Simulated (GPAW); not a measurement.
The system is ZnS (Wurtzite-2H).

```
Zn S
1.0
     3.81100    0.00000    0.00000
    -1.90550    3.30042    0.00000
     0.00000    0.00000    6.23400
Zn S
2 2
Direct
  0.66667 0.33333 0.50000
  0.33333 0.66667 0.00000
  0.66667 0.33333 0.88500
  0.33333 0.66667 0.38500
```

- Program: GPAW 26.7.0
- Task: relaxation of cell and atoms
- Functional: PBEsol
- Potentials or basis: PAW data sets generated in the run's folder for this functional
- Cutoff: 600 eV
- Basis: pw
- k mesh: 6 × 6 × 3
- Occupations: fermi-dirac, width 0.05 eV
- Spin: no spin polarisation

At the start: pressure -1.3 GPa; volume 19.60 Å³/atom.

Question: How do energy, volume and symmetry change on relaxing?

Answer: Over 9 steps the energy falls by 6.8 meV/atom and the volume is 19.21 Å³/atom (-2.0 %); space group P6_3mc (No. 186, to 0.05 Å).

Step by step:
```
step  energy change (eV)  largest force (eV/Å)  pressure (GPa)  volume (Å³)
   1              0.0000                0.3126           -1.29        78.41
   2             -0.0067                0.2719           -1.21        78.28
   3             -0.0242                0.0946           -0.36        77.29
   4             -0.0257                0.0013           -0.52        77.44
   5             -0.0259                0.0020           -0.45        77.37
   6             -0.0269                0.0027            0.10        76.82
   7             -0.0270                0.0085            0.12        76.80
   8             -0.0270                0.0173            0.12        76.80
   9             -0.0272                0.0197            0.09        76.83
```

Final structure:
```yaml
crystal:
  lattice:
    - [3.78306, 0.00000, 0.00000]
    - [-1.89153, 3.27623, 0.00000]
    - [0.00000, 0.00000, 6.19863]
  atoms:
    - { symbol: Zn, position: [0.66667, 0.33333, 0.50502] }
    - { symbol: Zn, position: [0.33333, 0.66667, 0.00501] }
    - { symbol: S, position: [0.66667, 0.33333, 0.87999] }
    - { symbol: S, position: [0.33333, 0.66667, 0.37999] }
```

Caveat: later steps reuse the first step's grids.
